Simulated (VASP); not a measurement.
# LiCl in VASP: work function with PBE

Aim: the work function of LiCl with PBE.

All numbers are computed with VASP 6.6.1; they aren't measurements. Logs are shortened: lines on timing, memory, paths and dates and some standing lists are left out, and cuts for length are marked.

## 1. The undisturbed slab

The cell holds a slab with vacuum, 8 atoms: a = 3.925 Å, b = 3.925 Å, c = 25.317 Å, α = 90.00°, β = 90.00°, γ = 120.00°.

## 2. Work function, PBE (the (0 0 1) slab of LiCl, cut from the database cell, not relaxed)

The input, INCAR:

```
SYSTEM = LiCl
  PREC = Accurate
  ENCUT = 520
  EDIFF = 1E-7
  ISMEAR = 0
  SIGMA = 0.05
  LREAL = .FALSE.
  LASPH = .TRUE.
  NELM = 80
  ALGO = Fast
  ISIF = 2
  LWAVE = .FALSE.
  LCHARG = .TRUE.
  LDIPOL = .TRUE.
  IDIPOL = 3
  DIPOL = 0.5 0.5 0.500
  GGA = PE
  LELF = .TRUE.
  LVHAR = .TRUE.
  LVACPOTAV = .TRUE.
```

The input, KPOINTS:

```
Automatic mesh
0
G
  8 8 1
  0 0 0
```

The input, POSCAR:

```
LiCl
1.0
    3.9248822083      0.0000000000      0.0000000000
   -1.9624411041      3.3990476993      0.0000000000
    0.0000000000      0.0000000000     25.3174625167
Li Cl
4 4
Direct
    0.6666666700      0.3333333400      0.2962382188
    0.3333333300      0.6666666600      0.4217871555
    0.6666666700      0.3333333400      0.5473360923
    0.3333333300      0.6666666600      0.6728850290
    0.3333333300      0.6666666600      0.3271149710
    0.6666666700      0.3333333400      0.4526639077
    0.3333333300      0.6666666600      0.5782128445
    0.6666666700      0.3333333400      0.7037617812
```

Potentials or basis: VASP PAW PBE potentials, release 64 (Li_sv, Cl).

On the command line:

```bash
$ cat potpaw_PBE.64/Li_sv/POTCAR potpaw_PBE.64/Cl/POTCAR > POTCAR
$ mpirun -np 1 vasp_std > vasp.out
```

OUTCAR:

```text
SYSTEM = LiCl
   PREC = Accurate
   ENCUT = 520
   EDIFF = 1E-7
   ISMEAR = 0
   LREAL = .FALSE.
   LASPH = .TRUE.
   NELM = 80
   ISIF = 2
   GGA = PE

 ion  position               nearest neighbor table
   1  0.667  0.333  0.296-   5 2.40   5 2.40   5 2.40
   2  0.333  0.667  0.422-   5 2.40   6 2.40   6 2.40   6 2.40
   3  0.667  0.333  0.547-   6 2.40   7 2.40   7 2.40   7 2.40
   4  0.333  0.667  0.673-   7 2.40   8 2.40   8 2.40   8 2.40
   5  0.333  0.667  0.327-   2 2.40   1 2.40   1 2.40   1 2.40
   6  0.667  0.333  0.453-   3 2.40   2 2.40   2 2.40   2 2.40
   7  0.333  0.667  0.578-   4 2.40   3 2.40   3 2.40   3 2.40
   8  0.667  0.333  0.704-   4 2.40   4 2.40   4 2.40

  LATTYP: Found a hexagonal cell.
 ALAT       =     3.9248822083
 C/A-ratio  =     6.4505025051

  Lattice vectors:

 A1 = (   3.9248822083,   0.0000000000,   0.0000000000)
 A2 = (  -1.9624411041,   3.3990476993,   0.0000000000)
 A3 = (   0.0000000000,   0.0000000000,  25.3174625167)

Analysis of symmetry for initial positions (statically):
=====================================================================
 Subroutine PRICEL returns:
 Original cell was already a primitive cell.

 Routine SETGRP: Setting up the symmetry group for a
 hexagonal supercell.

 Subroutine GETGRP returns: Found  6 space group operations
 (whereof  6 operations were pure point group operations)
 out of a pool of 24 trial point group operations.

The static configuration has the point symmetry C_3v.

Analysis of symmetry for dynamics (positions and initial velocities):
=====================================================================
 Subroutine PRICEL returns:
 Original cell was already a primitive cell.

 Routine SETGRP: Setting up the symmetry group for a
 hexagonal supercell.

 Subroutine GETGRP returns: Found  6 space group operations
 (whereof  6 operations were pure point group operations)
 out of a pool of 24 trial point group operations.

The dynamic configuration has the point symmetry C_3v.

 Subroutine INISYM returns: Found  6 space group operations
 (whereof  6 operations are pure point group operations),
 and found     1 'primitive' translations

----------------------------------------------------------------------------------------

                                     Primitive cell

  volume of cell :     337.7568

  direct lattice vectors                    reciprocal lattice vectors
     3.924882208  0.000000000  0.000000000     0.254784716  0.147100025  0.000000000
    -1.962441104  3.399047699  0.000000000     0.000000000  0.294200049  0.000000000
     0.000000000  0.000000000 25.317462517     0.000000000  0.000000000  0.039498429

  length of vectors
     3.924882208  3.924882208 25.317462517     0.294200049  0.294200049  0.039498429

  position of ions in fractional coordinates (direct lattice)
     0.666666670  0.333333340  0.296238219
     0.333333330  0.666666660  0.421787155
     0.666666670  0.333333340  0.547336092
     0.333333330  0.666666660  0.672885029
     0.333333330  0.666666660  0.327114971
     0.666666670  0.333333340  0.452663908
     0.333333330  0.666666660  0.578212845
     0.666666670  0.333333340  0.703761781

  ion indices of the primitive-cell ions
   primitive index   ion index
                 1           1
                 2           2
                 3           3
                 4           4
                 5           5
                 6           6
                 7           7
                 8           8

----------------------------------------------------------------------------------------

 KPOINTS: Automatic mesh

Automatic generation of k-mesh.
 Grid dimensions read from file:
 generate k-points for:    8    8    1

 Generating k-lattice:

  Cartesian coordinates                     Fractional coordinates (reciprocal lattice)
     0.031848090  0.018387503  0.000000000     0.125000000 -0.000000000  0.000000000
     0.000000000  0.036775006  0.000000000     0.000000000  0.125000000  0.000000000
     0.000000000  0.000000000  0.039498429     0.000000000  0.000000000  1.000000000

  Length of vectors
     0.036775006  0.036775006  0.039498429

  Shift w.r.t. Gamma in fractional coordinates (k-lattice)
     0.000000000  0.000000000  0.000000000

 Subroutine IBZKPT returns following result:
 ===========================================

 Found     10 irreducible k-points:

 Following reciprocal coordinates:
            Coordinates               Weight
  0.000000  0.000000  0.000000      1.000000
  0.125000 -0.000000  0.000000      6.000000
  0.250000 -0.000000  0.000000      6.000000
  0.375000  0.000000  0.000000      6.000000
  0.500000 -0.000000  0.000000      3.000000
  0.125000  0.125000  0.000000      6.000000
  0.250000  0.125000  0.000000     12.000000
  0.375000  0.125000  0.000000     12.000000
  0.250000  0.250000  0.000000      6.000000
  0.375000  0.250000  0.000000      6.000000
   k-points           NKPTS =     10   k-points in BZ     NKDIM =     10   number of bands    NBANDS=     25
   number of dos      NEDOS =    301   number of ions     NIONS =      8
   total plane-waves  NPLWV = 172800
   dimension x,y,z NGX =    30 NGY =   30 NGZ =  192
   dimension x,y,z NGXF=    60 NGYF=   60 NGZF=  384
   ions per type =               4   4
   NGX,Y,Z   is equivalent  to a cutoff of  12.71, 12.71, 12.61 a.u.
   NGXF,Y,Z  is equivalent  to a cutoff of  25.41, 25.41, 25.22 a.u.
 SYSTEM =  LiCl
   PREC   = accura    normal or accurate (medium, high low for compatibility)
   ISTART =      0    job   : 0-new  1-cont  2-samecut
   ICHARG =      2    charge: 1-file 2-atom 10-const
   ISPIN  =      1    spin polarized calculation?
   LNONCOLLINEAR =      F non collinear calculations
   LSORBIT =      F    spin-orbit coupling
   LASPH  =      T    aspherical Exc in radial PAW
   ENCUT  =  520.0 eV  38.22 Ry    6.18 a.u.   7.30  7.30 47.07*2*pi/ulx,y,z
   NELM   =     80;   NELMIN=  2; NELMDL= -5     # of ELM steps
   EDIFF  = 0.1E-06   stopping-criterion for ELM
   LREAL  =      F    real-space projection
   EDIFFG = 0.1E-05   stopping-criterion for IOM
   NSW    =      0    number of steps for IOM
   IBRION =     -1    ionic relax: 0-MD 1-quasi-New 2-CG
   NFREE  =      0    steps in history (QN), initial steepest desc. (CG)
   ISIF   =      2    stress and relaxation
   ISYM   =      2    0-nonsym 1-usesym 2-fastsym
   POTIM  = 0.5000    time-step for ionic-motion
   TEBEG  =    0.0;   TEEND  =   0.0 temperature during run
   PSTRESS=    0.0 pullay stress
   NELECT =      40.0000    total number of electrons
   NUPDOWN=      -1.0000    fix difference up-down
   EMIN   =  10.00;   EMAX   =-10.00  energy-range for DOS
   EFERMI =   0.00;   METHOD = LEGACY
   ISMEAR =     0;   SIGMA  =   0.05  broadening in eV -4-tet -1-fermi 0-gaus
   EFERMI_NEDOS =   21; number of points for ismear=-14 and -15
   IALGO  =     68    algorithm
   IMIX   =      4    mixing-type and parameters
     AMIX     =   0.40;   BMIX     =  1.00
     AMIX_MAG =   1.60;   BMIX_MAG =  1.00
  volume/ion in A,a.u.               =      42.22       284.91
  Fermi-wavevector in a.u.,A,eV,Ry     =   0.803946  1.519237  8.793839  0.646329
  Thomas-Fermi vector in A             =   1.911909
   LORBIT       =      0    0 simple, 1 ext, 2 COOP (PROOUT), +10 PAW based schemes
   GGA     = PE    functional components
   LHFCALC =     F    Hartree Fock is set to
   AEXX    =    0.0000 exact exchange contribution
   IVDW    =     0    specifies the selected vdW correction
   LEPSILON=     F    determine dielectric tensor
   LRPA    =     F    only Hartree local field effects (RPA)
 non-spin polarized calculation
 RMM-DIIS sequential band-by-band and
 Gauss-broadening in eV      SIGMA  =   0.05
  energy-cutoff  :      520.00
  volume of cell :      337.76
 maximum number of plane-waves:      9161
 NGX is ok and might be reduce to    30
   NGX = 15   NGY = 15   NGZ = 95

 number of electron      40.0000001 magnetization

 dipolmoment           0.000000      0.000000      0.451355 electrons x Angstroem

 Free energy of the ion-electron system (eV)
  ---------------------------------------------------
  ext. energy  EPLUGINS =         0.00000000
  ---------------------------------------------------
  free energy    TOTEN  =       -28.29366309 eV

  energy without entropy =      -28.28774294  energy(sigma->0) =      -28.29070301

 E-fermi :  -2.0793     XC(G=0):  -4.4138

 val. band max:       -2.0857017579   @ k =   0.1250  -0.0000   0.0000
 cond. band min:      -2.0243304827   @ k =   0.0000   0.0000   0.0000
 fundamental gap:      0.0613712752
 Fermi energy:        -2.0792808523

 k-point     1 :       0.0000    0.0000    0.0000
  band No.  band energies     occupation
      1     -50.5439      2.00000
      2     -48.5554      2.00000
      3     -46.8158      2.00000
      4     -45.2006      2.00000
      5     -19.5136      2.00000
      6     -17.7543      2.00000
[... 17 lines left out ...]
     24       3.7355      0.00000
     25       5.3274      0.00000

 k-point     2 :       0.1250   -0.0000    0.0000
  band No.  band energies     occupation
      1     -50.5438      2.00000
      2     -48.5552      2.00000
      3     -46.8156      2.00000
      4     -45.2005      2.00000
      5     -19.4891      2.00000
      6     -17.7303      2.00000
[... 17 lines left out ...]
     24       4.0539      0.00000
     25       5.5549      0.00000
[... 194 lines left out ...]
     24       5.6006      0.00000
     25       6.6461      0.00000

 k-point    10 :       0.3750    0.2500    0.0000
  band No.  band energies     occupation
      1     -50.5430      2.00000
      2     -48.5545      2.00000
      3     -46.8148      2.00000
      4     -45.1997      2.00000
      5     -19.3211      2.00000
      6     -17.5656      2.00000
[... 17 lines left out ...]
     24       4.2725      0.00000
     25       5.9728      0.00000

------------------------ aborting loop because EDIFF is reached ----------------------------------------

  FORCE on cell =-STRESS in cart. coord.  units (eV):
  Direction    XX          YY          ZZ          XY          YZ          ZX
  --------------------------------------------------------------------------------------
  -------------------------------------------------------------------------------------
  Total       -1.2205624     -1.2205624     -0.0206106     -0.0000000      0.0000000      0.0000000
  in kB       -5.7898395     -5.7898395     -0.0977683     -0.0000000      0.0000000      0.0000000
  external PRESSURE =      -3.8924824 kB  Pullay stress =       0.0000000 kB

 VOLUME and BASIS-vectors are now :
 -----------------------------------------------------------------------------
  energy-cutoff  :      520.00
  volume of cell :      337.76
      direct lattice vectors                 reciprocal lattice vectors
     3.924882208  0.000000000  0.000000000     0.254784716  0.147100025  0.000000000
    -1.962441104  3.399047699  0.000000000     0.000000000  0.294200049  0.000000000
     0.000000000  0.000000000 25.317462517     0.000000000  0.000000000  0.039498429

 POSITION                                       TOTAL-FORCE (eV/Angst)
 -----------------------------------------------------------------------------------
      1.96244      1.13302      7.50000         0.000000      0.000000      0.466290
      0.00000      2.26603     10.67858         0.000000     -0.000000      0.601596
      1.96244      1.13302     13.85716         0.000000      0.000000      0.598062
      0.00000      2.26603     17.03574         0.000000      0.000000      0.486253
      0.00000      2.26603      8.28172         0.000000      0.000000     -0.651890
      1.96244      1.13302     11.46030        -0.000000     -0.000000     -0.591191
      0.00000      2.26603     14.63888        -0.000000      0.000000     -0.596429
      1.96244      1.13302     17.81746        -0.000000      0.000000     -0.312692
 -----------------------------------------------------------------------------------
    total drift:                                0.000000      0.000001      0.000544

  FREE ENERGIE OF THE ION-ELECTRON SYSTEM (eV)
  ---------------------------------------------------
  free  energy   TOTEN  =       -28.2936630904 eV

  energy  without entropy=      -28.2877429391  energy(sigma->0) =      -28.29070301

 vacuum level on the upper side and lower side of the slab         6.422         0.284
```

Run time: 9.3 min. Hardware: 1 thread of Intel Xeon Platinum 8559C (Emerald Rapids), shared host; peak memory 0.44 GiB.

Results:

- Free energy: -28.2937 eV
- Largest force: 0.652 eV/Å
- Band gap on the k mesh: none (metal or under the smearing width)
- Work function of the upper face: 8.50 eV
- Work function of the lower face: 2.36 eV

Forces in eV/Å, atoms in the order of the input:
```
Li   0.000  0.000  0.466
Li   0.000  0.000  0.602
Li   0.000  0.000  0.598
Li   0.000  0.000  0.486
Cl   0.000  0.000 -0.652
Cl   0.000  0.000 -0.591
Cl   0.000  0.000 -0.596
Cl   0.000  0.000 -0.313
```

Caveat: the cutoff is under 1.25 times the usual one of these potentials, so pressure, stress and relaxed cells hold a basis-set (Pulay) error.
